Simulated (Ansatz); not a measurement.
A calculation with Ansatz 0.2.0 of Sb (native input, structure typed inline):

The input input.yaml:

```yaml
crystal:
  lattice:
    - [2.1542, 1.2437279499, 3.758]
    - [-2.1542, 1.2437279499, 3.758]
    - [0.0, -2.4874558998, 3.758]
  atoms:
    - { symbol: Sb, position: [0.76651, 0.76651, 0.76651] }
    - { symbol: Sb, position: [0.23349, 0.23349, 0.23349] }
hamiltonian:
  xc: { exchange: pbe, correlation: none }
  pseudopotentials: { kind: paw, partial_waves: polarizable }
kpoints:
  mp_grid: { grid: [8, 8, 8] }
scf:
  occupations: { method: fermi_dirac, width: 0.1 }
output:
  forces: true
  stress: true
  eigenvalues: true
  write_density: true
  write_potential: true
  elf: true
  volumetric_format: npy
```

Potentials or basis: Ansatz PAW polarizable.

Launch:

```sh
$ ansatz run input.yaml --threads 2 --pin off --max-ram 5120MiB --backend cpu --events-out ev --progress --plain --runs-dir out
```

Question: Write the same calculation in another form: ASE script, Cartesian positions.

Answer: As run:

The input run.py:

```python
import json

import ase.io
import numpy as np

import ansatz as az

atoms = ase.io.read("Sb.xyz")

calculation = (
    az.Crystal.from_ase(atoms)
    .calculation()
    .kpoints(8, 8, 8)
    .functional(exchange="pbe", correlation="none")
    .pseudopotentials(kind="paw", partial_waves="polarizable")
    .occupations(method="fermi_dirac", width=0.1)
    .density()
    .potential()
    .output_files(volumetric_format="npy")
    .electron_localization_function()
    .forces()
    .stress()
    .band_table(publish=True)
)
outcome = calculation.run(threads=2, events_out="events.jsonl")

report = outcome.report
for line in open("events.jsonl"):
    event = json.loads(line)
    if event["event"] == "scf_iter":
        d = event["data"]
        print(f"SCF {d['iter']:3d}  HF = {d['harris_foulkes_ev']:.6f} eV  dr2 = {d['dr2_ev']:.2e} eV")
    elif event["event"] in ("relax_step", "md_step"):
        d = event["data"]
        print(f"{event['event']} {d['step']:3d}  E = {d['lagrangian_ev']:.6f} eV")
np.set_printoptions(precision=5, suppress=True, linewidth=110)
print("converged:", report["converged"], "after", report["n_iterations"], "iterations")
print(f"free energy {report['free_energy_ev']:.6f} eV, Fermi level {report['fermi_energy_ev']:.4f} eV")
for key in ("band_edges_ev", "magnetization_mub", "site_moments_mub", "site_moments_nc_mub", "forces_ev_ang",
                "stress_gpa", "kpoints_frac", "eigenvalues_ev"):
    if report.get(key) is not None:
        print(key, np.array(report[key]), sep="\n")
```

Sb.xyz

```xyz
2
Lattice="2.1542000000 1.2437279499 3.7580000000 -2.1542000000 1.2437279499 3.7580000000 0.0000000000 -2.4874558998 3.7580000000" Properties=species:S:1:pos:R:3 pbc="T T T"
Sb     0.0000000000      0.0000000000      8.6416337400
Sb     0.0000000000      0.0000000000      2.6323662600
```

Potentials or basis: Ansatz PAW polarizable.

Run with:

```console
$ python run.py
```

Both were run:

|  | native input, structure typed inline | ASE script, Cartesian positions |
| --- | --- | --- |
| Pressure | 12.3 GPa | 12.3 GPa |
| Largest force | 0.318 eV/Å | 0.318 eV/Å |
| Band gap on the k mesh | none (metal or under the smearing width) | none (metal or under the smearing width) |

Keys that steer only the numerical path or the files written may differ.

Caveat: the potentials were made for another functional, which shifts forces and pressure.
